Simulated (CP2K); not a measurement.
# Pt (Fm-3m) in CP2K: further runs

One crystal, Pt, is run at these levels: LDA; tasks: single point, equation of state.

All numbers are computed with CP2K 2026.2; they aren't measurements. Logs are shortened: lines on timing, memory, paths and dates and some standing lists are left out, and cuts for length are marked.

### Step 1. The structure

It takes space group Fm-3m (No. 225, cubic). The conventional cell has a = 3.922 Å, b = 3.922 Å, c = 3.922 Å, α = 90.00°, β = 90.00°, γ = 90.00°. Pt (site symmetry m-3m) is surrounded by 12 Pt at 2.77 Å.

### Step 2. Single point, LDA, 15.08 Å³/atom

pt_eos.inp

```
&GLOBAL
  PROJECT pt_eos
  RUN_TYPE ENERGY_FORCE
  PRINT_LEVEL LOW
&END GLOBAL
&FORCE_EVAL
  METHOD QS
  STRESS_TENSOR ANALYTICAL
  &DFT
    BASIS_SET_FILE_NAME BASIS_MOLOPT_UZH
    POTENTIAL_FILE_NAME GTH_POTENTIALS
    &MGRID
      CUTOFF 450
      REL_CUTOFF 60
      NGRIDS 5
    &END MGRID
    &QS
      METHOD GPW
      EPS_DEFAULT 1.0E-9
    &END QS
    &KPOINTS
      SCHEME MONKHORST-PACK 12 12 12
      GAMMA_CENTERED T
      SYMMETRY T
      SYMMETRY_BACKEND SPGLIB
    &END KPOINTS
    &SCF
      SCF_GUESS ATOMIC
      EPS_SCF 1.0E-6
      MAX_SCF 100
      ADDED_MOS 11
      CHOLESKY OFF
      EPS_EIGVAL 1.0E-7
      &DIAGONALIZATION ON
        ALGORITHM STANDARD
      &END DIAGONALIZATION
      &MIXING ON
        METHOD BROYDEN_MIXING
        ALPHA 0.4
        BETA 1.5
        NBUFFER 8
      &END MIXING
      &SMEAR ON
        METHOD FERMI_DIRAC
        ELECTRONIC_TEMPERATURE [K] 116.045
      &END SMEAR
    &END SCF
    &XC
      &XC_FUNCTIONAL
        &LDA_X
        &END LDA_X
        &LDA_C_PW
        &END LDA_C_PW
      &END XC_FUNCTIONAL
    &END XC
    &PRINT
      &KPOINTS ON
      &END KPOINTS
      &MULLIKEN ON
      &END MULLIKEN
      &MO ON
        ENERGIES T
        OCCUPATION_NUMBERS T
        &EACH
          QS_SCF 0
        &END EACH
        ADD_LAST NUMERIC
      &END MO
    &END PRINT
  &END DFT
  &SUBSYS
    &CELL
      A 2.7731313745 0.0000000000 0.0000000000
      B 1.3865656872 2.4016022183 0.0000000000
      C 1.3865656872 0.8005340728 2.2642522857
      PERIODIC XYZ
    &END CELL
    &COORD
      SCALED
      Pt  0.0000000000 0.0000000000 0.0000000000
    &END COORD
    &KIND Pt
      BASIS_SET TZVP-MOLOPT-PBE-GTH-q18
      POTENTIAL GTH-PADE-q18
    &END KIND
    &PRINT
      &ATOMIC_COORDINATES ON
      &END ATOMIC_COORDINATES
      &CELL ON
      &END CELL
      &SYMMETRY ON
      &END SYMMETRY
    &END PRINT
  &END SUBSYS
  &PRINT
    &FORCES ON
    &END FORCES
    &STRESS_TENSOR ON
    &END STRESS_TENSOR
  &END PRINT
&END FORCE_EVAL
```

Potentials or basis: GTH_POTENTIALS Pt GTH-PADE-q18; TZVP-MOLOPT-PBE-GTH basis.

Run with:

```bash
> OMP_NUM_THREADS=1 cp2k.psmp -i pt_eos.inp -o pt_eos.out
```

pt_eos.out:

```text

 CP2K| version string:                                       CP2K version 2026.2
 CP2K| Input file name                                                pt_eos.inp

 GLOBAL| Force Environment number                                              1
 GLOBAL| Basis set file name                                    BASIS_MOLOPT_UZH
 GLOBAL| Potential file name                                      GTH_POTENTIALS
 GLOBAL| MM Potential file name                                     MM_POTENTIAL
 GLOBAL| Coordinate file name                                      __STD_INPUT__
 GLOBAL| Method name                                                        CP2K
 GLOBAL| Project name                                                     pt_eos
 GLOBAL| Run type                                                   ENERGY_FORCE
 GLOBAL| FFT library                                                       FFTW3
 GLOBAL| Diagonalization library                                       ScaLAPACK
 GLOBAL| Cholesky decomposition library                                ScaLAPACK
 GLOBAL| DGEMM library                                                      BLAS
 GLOBAL| Direct generalized diagonalization requested                          F
 GLOBAL| Matrix multiplication library                                 ScaLAPACK
 GLOBAL| Global print level                                                  LOW
 GLOBAL| Total number of message passing processes                             1
 GLOBAL| Number of threads for this process                                    1
 GLOBAL| CPU model name                                                  UNKNOWN

 CELL| Volume [angstrom^3]:                                            15.079826
 CELL| Vector a [angstrom]:       2.773     0.000     0.000   |a| =     2.773131
 CELL| Vector b [angstrom]:       1.387     2.402     0.000   |b| =     2.773131
 CELL| Vector c [angstrom]:       1.387     0.801     2.264   |c| =     2.773131
 CELL| Angle (b,c), alpha [degree]:                                    60.000000
 CELL| Angle (a,c), beta  [degree]:                                    60.000000
 CELL| Angle (a,b), gamma [degree]:                                    60.000000
 CELL| Numerically orthorhombic:                                              NO
 CELL| Periodicity                                                           XYZ

 CELL_REF| Volume [angstrom^3]:                                        15.079826
 CELL_REF| Vector a [angstrom     2.773     0.000     0.000   |a| =     2.773131
 CELL_REF| Vector b [angstrom     1.387     2.402     0.000   |b| =     2.773131
 CELL_REF| Vector c [angstrom     1.387     0.801     2.264   |c| =     2.773131
 CELL_REF| Angle (b,c), alpha [degree]:                                60.000000
 CELL_REF| Angle (a,c), beta  [degree]:                                60.000000
 CELL_REF| Angle (a,b), gamma [degree]:                                60.000000
 CELL_REF| Numerically orthorhombic:                                          NO
 CELL_REF| Periodicity                                                       XYZ
[... 9 lines left out ...]
 TOTAL NUMBERS AND MAXIMUM NUMBERS

  Total number of            - Atomic kinds:                                   1
                             - Atoms:                                          1
                             - Shell sets:                                     1
                             - Shells:                                        11
                             - Primitive Cartesian functions:                  6
                             - Cartesian basis functions:                     41
                             - Spherical basis functions:                     35

  Maximum angular momentum of- Orbital basis functions:                        3
                             - Local part of the GTH pseudopotential:          2
                             - Non-local part of the GTH pseudopotential:      4

 MODULE QUICKSTEP: ATOMIC COORDINATES IN ANGSTROM

   Atom Kind Element         X             Y             Z       Z(eff)     Mass
      1    1 Pt   78      0.000000      0.000000      0.000000  18.0000 195.0840

 Crystal Symmetry Information
       International Symbol:                                               Fm-3m
       Point Group Symbol:                                                  m-3m
       Schoenflies Symbol:                                                  Oh^5
       Number of Symmetry Operations:                                         48

 SCF PARAMETERS         Density guess:                                    ATOMIC
                        --------------------------------------------------------
                        max_scf:                                             100
[... 7 lines left out ...]
                        --------------------------------------------------------
                        level_shift [a.u.]:                             0.000000
                        added MOs                                        11    0
                        --------------------------------------------------------
                        Mixing method:                            BROYDEN_MIXING
[... 19 lines left out ...]
 BRILLOUIN| Wavefunction type                                            COMPLEX
 BRILLOUIN| List of Kpoints [2 Pi/Bohr]                                       72
 BRILLOUIN| Number           Weight            X              Y              Z
 BRILLOUIN|     1           0.00463       -0.41667       -0.41667       -0.41667
 BRILLOUIN|     2           0.01389       -0.41667       -0.41667       -0.33333
 BRILLOUIN|     3           0.01389       -0.41667       -0.41667       -0.25000
 BRILLOUIN|     4           0.01389       -0.41667       -0.41667       -0.16667
 BRILLOUIN|     5           0.01389       -0.41667       -0.41667       -0.08333
 BRILLOUIN|     6           0.00347       -0.41667       -0.41667        0.00000
[... 32 lines left out ...]
 BRILLOUIN|    39           0.01389       -0.33333       -0.33333       -0.25000
 BRILLOUIN|    40           0.01389       -0.33333       -0.33333       -0.16667
 [... further k-points ...]
 *******************************************************************************

 Extrapolation method: initial_guess

 Number of electrons:                                                         18
 Number of occupied orbitals:                                                  9
 Number of molecular orbitals:                                                20

 Number of orbital functions:                                                 35
 Number of independent orbital functions:                                     35

 SCF WAVEFUNCTION OPTIMIZATION

  Step     Update method      Time    Convergence         Total energy    Change
  ------------------------------------------------------------------------------
     1 NoMix/Diag. 0.40E+00    7.6     1.27795207      -121.1020136258 -1.21E+02
     2 Broy./Diag. 0.40E+00    5.2     0.06633011      -121.3502164849 -2.48E-01
     3 Broy./Diag. 0.40E+00    5.2     0.10923449      -121.2374267663  1.13E-01
     4 Broy./Diag. 0.40E+00    5.2     0.02766276      -120.9143046942  3.23E-01
     5 Broy./Diag. 0.40E+00    5.2     0.00480066      -120.9753483470 -6.10E-02
     6 Broy./Diag. 0.40E+00    5.2     0.00401061      -120.9670761308  8.27E-03
     7 Broy./Diag. 0.40E+00    5.2     0.00031827      -120.9614640430  5.61E-03
     8 Broy./Diag. 0.40E+00    5.2     0.00025096      -120.9609397914  5.24E-04
     9 Broy./Diag. 0.40E+00    5.2     0.00002426      -120.9615593348 -6.20E-04
    10 Broy./Diag. 0.40E+00    5.3     0.00000871      -120.9615074995  5.18E-05
    11 Broy./Diag. 0.40E+00    5.2     0.00000075      -120.9615309725 -2.35E-05

  *** SCF run converged in    11 steps ***

  Electronic density on regular grids:        -17.9999999764        0.0000000236
  Core density on regular grids:               17.9999999898       -0.0000000102
  Total charge density on r-space grids:        0.0000000134
  Total charge density g-space grids:           0.0000000134

  Overlap energy of the core charge distribution:               0.00000000004646
  Self energy of the core charge distribution:               -182.79742506947306
  Core Hamiltonian energy:                                     42.05576028930232
  Hartree energy:                                              31.41581625954575
  Exchange-correlation energy:                                -11.63562538915539
  Electronic entropic energy:                                  -0.00005706243478
  Fermi energy:                                                 0.58061335441411

  Total energy:                                              -120.96153097246868
  Total energy (extrapolated to T->0):                       -120.96150244125128

 MO| EIGENVALUES AND OCCUPATION NUMBERS FOR K POINT 1
 MO|
 MO|  Index      Eigenvalue [a.u.]        Eigenvalue [eV]             Occupation
 MO|      1              -3.014692             -82.033936               2.000000
 MO|      2              -1.343490             -36.558236               2.000000
 MO|      3              -1.334143             -36.303878               2.000000
 MO|      4              -1.334143             -36.303873               2.000000
 MO|      5               0.300865               8.186950               2.000000
 MO|      6               0.436789              11.885636               2.000000
[... 324 lines left out ...]
 MO|     19               1.972088              53.663248               0.000000
 MO|     20               2.128493              57.919239               0.000000
 MO| Sum:                                                              18.000000
 MO| E(Fermi):            0.580613 a.u.         15.799293 eV
 MO| Band gap:            0.045566 a.u.          1.239903 eV

 MO| EIGENVALUES AND OCCUPATION NUMBERS FOR K POINT 14
 MO|
 MO|  Index      Eigenvalue [a.u.]        Eigenvalue [eV]             Occupation
 MO|      1              -3.013137             -81.991637               2.000000
 MO|      2              -1.342157             -36.521951               2.000000
 MO|      3              -1.337039             -36.382692               2.000000
 MO|      4              -1.334444             -36.312069               2.000000
 MO|      5               0.318464               8.665844               2.000000
 MO|      6               0.416565              11.335297               2.000000
[... 12 lines left out ...]
 MO|     19               2.016893              54.882439               0.000000
 MO|     20               2.111834              57.465922               0.000000
 MO| Sum:                                                              18.000000
 MO| E(Fermi):            0.580613 a.u.         15.799293 eV
 MO| Band gap:            0.058501 a.u.          1.591902 eV

 [... the levels of further k-points ...]

 !-----------------------------------------------------------------------------!
                     Mulliken Population Analysis

 #  Atom  Element  Kind  Atomic population                           Net charge
       1     Pt       1         18.000000                              0.000000
 # Total charge                             18.000000                  0.000000

 !-----------------------------------------------------------------------------!

 ENERGY| Total FORCE_EVAL ( QS ) energy [hartree]           -120.961527086994849

 FORCES| Atomic forces [hartree/bohr]
 FORCES|   Atom     x               y               z               |f|
 FORCES|      1 -8.20456322E-15 -1.01912843E-13 -6.41030576E-15   1.02443323E-13
 FORCES| Sum    -8.20456322E-15 -1.01912843E-13 -6.41030576E-15
 FORCES| Total atomic force                                       1.02443323E-13

 STRESS| Analytical stress tensor [bar]
 STRESS|                        x                   y                   z
 STRESS|      x       -2.33288892941E+05   1.27195253902E-01   1.31129124266E-01
 STRESS|      y        1.27195253902E-01  -2.33288398742E+05  -3.98000954790E+00
 STRESS|      z        1.31129124266E-01  -3.98000954790E+00  -2.33294714385E+05
 STRESS| 1/3 Trace                                            -2.33290668689E+05
 STRESS| Determinant                                          -1.26967364127E+16

 STRESS| Eigenvectors and eigenvalues of the analytical stress tensor [bar]
 STRESS|                        1                   2                   3
 STRESS| Eigenvalues  -2.33296641026E+05  -2.33288890428E+05  -2.33286474614E+05
 STRESS|      x          -0.022375405894      0.999466436852      0.023794596409
 STRESS|      y           0.435006670251     -0.011696284782      0.900351261320
 STRESS|      z           0.900149175442      0.030496533073     -0.434512857603
```

Wall time 71 s (1 thread of Arm Neoverse V1, shared host); peak memory 0.25 GiB.

What came out:

- Free energy: -3291.5305 eV
- Pressure: -23.3 GPa
- Band gap on the k mesh: none (metal or under the smearing width)

Caveat: the basis of atomic orbitals isn't converged, which shifts pressures, moduli and gaps.

### Step 3. Single point, LDA, 14.78 Å³/atom (volume scaled by 0.98)

Edit pt_eos.inp of step 2 so:

```diff
@@ -11,2 +11,3 @@
     POTENTIAL_FILE_NAME GTH_POTENTIALS
+    WFN_RESTART_FILE_NAME previous-RESTART.kp
     &MGRID
@@ -27,3 +28,3 @@
     &SCF
-      SCF_GUESS ATOMIC
+      SCF_GUESS RESTART
       EPS_SCF 1.0E-6
@@ -72,5 +73,5 @@
     &CELL
-      A 2.7731313745 0.0000000000 0.0000000000
-      B 1.3865656872 2.4016022183 0.0000000000
-      C 1.3865656872 0.8005340728 2.2642522857
+      A 2.7545191937 0.0000000000 0.0000000000
+      B 1.3772595968 2.3854835969 0.0000000000
+      C 1.3772595968 0.7951611990 2.2490555037
       PERIODIC XYZ
```

Potentials or basis: GTH_POTENTIALS Pt GTH-PADE-q18; TZVP-MOLOPT-PBE-GTH basis.

Run with:

```bash
> OMP_NUM_THREADS=1 cp2k.psmp -i pt_eos.inp -o pt_eos.out
```

It took 66 s on 1 thread of Arm Neoverse V1, shared host; peak memory 0.25 GiB.

The run converged. Its results:

| Item | Value |
| --- | --- |
| Free energy | -3291.5683 eV |
| Pressure | -16.6 GPa |
| Band gap on the k mesh | none (metal or under the smearing width) |

Caveat: the basis of atomic orbitals isn't converged, which shifts pressures, moduli and gaps.

### Step 4. Single point, LDA, 15.38 Å³/atom (volume scaled by 1.02)

Edit pt_eos.inp of step 3 so:

```diff
@@ -73,5 +73,5 @@
     &CELL
-      A 2.7545191937 0.0000000000 0.0000000000
-      B 1.3772595968 2.3854835969 0.0000000000
-      C 1.3772595968 0.7951611990 2.2490555037
+      A 2.7914970182 0.0000000000 0.0000000000
+      B 1.3957485090 2.4175073323 0.0000000000
+      C 1.3957485090 0.8058357775 2.2792477710
       PERIODIC XYZ
```

Run with:

```bash
> OMP_NUM_THREADS=1 cp2k.psmp -i pt_eos.inp -o pt_eos.out
```

It took 62 s on 1 thread of Arm Neoverse V1, shared host; peak memory 0.24 GiB.

It converged, with:

* Free energy: -3291.4810 eV
* Pressure: -29.2 GPa
* Band gap on the k mesh: none (metal or under the smearing width)

Caveat: the basis of atomic orbitals isn't converged, which shifts pressures, moduli and gaps.

### Step 5. Single point, LDA, 14.48 Å³/atom (volume scaled by 0.96)

Edit pt_eos.inp of step 4 so:

```diff
@@ -73,5 +73,5 @@
     &CELL
-      A 2.7914970182 0.0000000000 0.0000000000
-      B 1.3957485090 2.4175073323 0.0000000000
-      C 1.3957485090 0.8058357775 2.2792477710
+      A 2.7356520318 0.0000000000 0.0000000000
+      B 1.3678260158 2.3691441554 0.0000000000
+      C 1.3678260158 0.7897147185 2.2336505305
       PERIODIC XYZ
```

Run with:

```bash
> OMP_NUM_THREADS=1 cp2k.psmp -i pt_eos.inp -o pt_eos.out
```

Run time: 76 s. Hardware: 1 thread of Arm Neoverse V1, shared host; peak memory 0.25 GiB.

The run converged. Its results:

```yaml
Free_energy: -3291.5927 eV
Pressure: -9.0 GPa
Band_gap_on_the_k_mesh: none (metal or under the smearing width)
```

Caveat: the basis of atomic orbitals isn't converged, which shifts pressures, moduli and gaps.

### Step 6. Single point, LDA, 15.68 Å³/atom (volume scaled by 1.04)

Edit pt_eos.inp of step 5 so:

```diff
@@ -73,5 +73,5 @@
     &CELL
-      A 2.7356520318 0.0000000000 0.0000000000
-      B 1.3678260158 2.3691441554 0.0000000000
-      C 1.3678260158 0.7897147185 2.2336505305
+      A 2.8096241301 0.0000000000 0.0000000000
+      B 1.4048120650 2.4332058717 0.0000000000
+      C 1.4048120650 0.8110686239 2.2940484959
       PERIODIC XYZ
```

Potentials or basis: GTH_POTENTIALS Pt GTH-PADE-q18; TZVP-MOLOPT-PBE-GTH basis.

Run with:

```bash
> OMP_NUM_THREADS=1 cp2k.psmp -i pt_eos.inp -o pt_eos.out
```

It took 68 s on 1 thread of Arm Neoverse V1, shared host; peak memory 0.24 GiB.

It converged, with:

- Free energy: -3291.4210 eV
- Pressure: -34.4 GPa
- Band gap on the k mesh: none (metal or under the smearing width)

Caveat: the basis of atomic orbitals isn't converged, which shifts pressures, moduli and gaps.

### Step 7. Single point, LDA, 14.18 Å³/atom (volume scaled by 0.94)

Edit pt_eos.inp of step 6 so:

```diff
@@ -73,5 +73,5 @@
     &CELL
-      A 2.8096241301 0.0000000000 0.0000000000
-      B 1.4048120650 2.4332058717 0.0000000000
-      C 1.4048120650 0.8110686239 2.2940484959
+      A 2.7165209721 0.0000000000 0.0000000000
+      B 1.3582604860 2.3525761717 0.0000000000
+      C 1.3582604860 0.7841920573 2.2180300857
       PERIODIC XYZ
```

Run with:

```bash
> OMP_NUM_THREADS=1 cp2k.psmp -i pt_eos.inp -o pt_eos.out
```

Run time: 73 s. Hardware: 1 thread of Arm Neoverse V1, shared host; peak memory 0.25 GiB.

It converged, with:

```
Free energy            : -3291.6017 eV
Pressure               : -0.4 GPa
Band gap on the k mesh : none (metal or under the smearing width)
```

Caveat: the basis of atomic orbitals isn't converged, which shifts pressures, moduli and gaps.

### Step 8. Single point, LDA, 15.98 Å³/atom (volume scaled by 1.06)

Edit pt_eos.inp of step 7 so:

```diff
@@ -73,5 +73,5 @@
     &CELL
-      A 2.7165209721 0.0000000000 0.0000000000
-      B 1.3582604860 2.3525761717 0.0000000000
-      C 1.3582604860 0.7841920573 2.2180300857
+      A 2.8275203077 0.0000000000 0.0000000000
+      B 1.4137601538 2.4487044161 0.0000000000
+      C 1.4137601538 0.8162348054 2.3086606637
       PERIODIC XYZ
```

Run with:

```bash
> OMP_NUM_THREADS=1 cp2k.psmp -i pt_eos.inp -o pt_eos.out
```

Wall time 69 s (1 thread of Arm Neoverse V1, shared host); peak memory 0.25 GiB.

Results (log left out):

```yaml
Free_energy: -3291.3521 eV
Pressure: -38.8 GPa
Band_gap_on_the_k_mesh: none (metal or under the smearing width)
```

Caveat: the basis of atomic orbitals isn't converged, which shifts pressures, moduli and gaps.

### Step 9. Equation of state, LDA

Potentials or basis: GTH_POTENTIALS Pt GTH-PADE-q18; TZVP-MOLOPT-PBE-GTH basis.

No new run: the results of the series are fitted here.

Results:

```
Equilibrium volume : 14.16 Å³/atom (rough: see the caveat)
Bulk modulus       : 436 GPa (rough)
```

Energy against volume, from the lowest point:
```
volume (Å³/atom)  energy (meV/atom)
          14.175               0.00
          14.477               9.02
          14.778              33.36
          15.080              71.13
          15.381             120.70
          15.683             180.63
          15.985             249.60
```

Caveat: the minimum lies outside the volumes run; the basis of atomic orbitals isn't converged, which shifts pressures, moduli and gaps. The run has no spin-orbit coupling, so splittings on Pt are missing.
